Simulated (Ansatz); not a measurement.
# C: the cost of one run

Program: Ansatz 0.2.0. Level of theory: DFT PBE+D3(BJ), scalar-relativistic, plane waves, PAW. These are calculated values, not measurements.

### Step 1. The structure to begin with

Symmetry: P6/mmm, No. 191, hexagonal system. Conventional cell: a = 2.456 Å, b = 2.456 Å, c = 18.000 Å, α = 90.00°, β = 90.00°, γ = 120.00°. Around C (site symmetry -6m2) lie 3 C at 1.42 Å.

Structure file:

```
C
1.0
     2.45617    0.00000    0.00000
    -1.22809    2.12711    0.00000
     0.00000    0.00000   18.00000
C
2
Direct
  0.33333 0.66667 0.50000
  0.66667 0.33333 0.50000
```

Free-standing sheet.

### Step 2. Relaxing the sheet and its cell in the plane

File input.yaml:

```yaml
crystal:
  lattice:
    - [2.45617016, 0.0, 0.0]
    - [-1.22808508, 2.12710576, 0.0]
    - [0.0, 0.0, 18.0]
  atoms:
    - { symbol: C, position: [0.33333333, 0.66666666, 0.5] }
    - { symbol: C, position: [0.66666667, 0.33333334, 0.5] }
basis:
  ecutwfc: 600.0
  fft_grid_basis: typed
kpoints:
  mp_grid: { grid: [15, 15, 1] }
hamiltonian:
  xc: pbe
  dispersion: d3bj
  pseudopotentials: { kind: paw }
scf:
  occupations: { method: gaussian, width: 0.05 }
output:
  forces: true
  eigenvalues: true
  stress: true
efield:
  axis: 3
  dipole_correction: true
  ramp_width: 0.04
relax:
  adjacent_minimum: "off"
  f_tol: 0.02
  max_steps: 60
  cell: { fix: [c, alpha, beta], stress_tol: 0.05 }
```

On the command line:

```sh
$ ansatz run input.yaml --threads 1 --pin off --max-ram 2211MiB --backend cpu --events-out ev --progress --plain --runs-dir out
```

**Question.** How long does this run take on 1 thread of Arm Neoverse N1, shared host, and how much memory does it need?

About 41 s, with a peak of 0.37 GiB.
